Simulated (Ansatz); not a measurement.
NaBr (rock salt, Fm-3m), a = b = c = 6.0352 Å, α = β = γ = 90.00°; the cell used has 2 atoms.

Relaxed with PBE.

Question: Decompose the optical modes at the zone centre into irreducible representations, and say which are infrared and Raman allowed.

Answer: Point group m-3m: Γ_opt = T1u. Infrared: T1u. Raman: none.

Question: Assign frequencies (DFPT, the program Ansatz at the PBE level (PAW); without the LO–TO term).

Answer: T1u 122 cm⁻¹.

The PBE relaxation kept the symmetry of its start; phonons on a q-mesh show no instability.

Potentials: the later of the program's two PAW sets.
